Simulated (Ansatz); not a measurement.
Starting structure, (110) slab as cut from the bulk (ZrN, Fm-3m (No. 225), (1 1 0) face):

```xyz
14
Lattice="3.2489 0.0000 0.0000 0.0000 4.5947 0.0000 0.0000 0.0000 24.7467" Properties=species:S:1:pos:R:3 pbc="T T T"
Zr    1.6245    2.2973    7.5000
N     1.6245    0.0000    7.5000
Zr    0.0000    0.0000    9.1245
N     0.0000    2.2973    9.1245
Zr    1.6245    2.2973   10.7489
N     1.6245    0.0000   10.7489
Zr    0.0000    0.0000   12.3734
N     0.0000    2.2973   12.3734
Zr    1.6245    2.2973   13.9978
N     1.6245    0.0000   13.9978
Zr    0.0000    0.0000   15.6223
N     0.0000    2.2973   15.6223
Zr    1.6245    2.2973   17.2467
N     1.6245    0.0000   17.2467
```

Theory: DFT PBE, scalar-relativistic, plane waves, PAW (Ansatz). Settings: cutoff 420 eV, Γ-centred mesh 11×8×1 on the computed 14-atom cell, Gaussian smearing of 0.10 eV; no spin polarisation. The cell repeats along c with a dipole correction in the vacuum.

All atoms are free. The cell is fixed. Force threshold 0.02 eV/Å.

```tsv
step	E − E_final (eV)	largest force (eV/Å)
1	0.464	1.411
2	0.087	0.696
3	0.007	0.202
4	0.000	0.020
5	0.000	0.019
```

(1) What is the final structure?

Spin polarisation was left out, and a magnetic state may lie lower.

Results:

(1)
```xyz
14
Lattice="3.2489 0.0000 0.0000 0.0000 4.5947 0.0000 0.0000 0.0000 24.7467" Properties=species:S:1:pos:R:3 pbc="T T T"
Zr    1.6245    2.2973    7.6428
N     1.6245    0.0000    7.5944
Zr    0.0000    0.0000    9.0489
N     0.0000    2.2973    9.0836
Zr    1.6245    2.2973   10.7261
N     1.6245    0.0000   10.7765
Zr    0.0000    0.0000   12.3734
N     0.0000    2.2973   12.3734
Zr    1.6245    2.2973   14.0207
N     1.6245    0.0000   13.9702
Zr    0.0000    0.0000   15.6978
N     0.0000    2.2973   15.6631
Zr    1.6245    2.2973   17.1039
N     1.6245    0.0000   17.1523
```

Cost: 1 run of about 3.3 core-minutes, on Oxide Virtual Turin-like Processor (Zen 5) (shared hosts).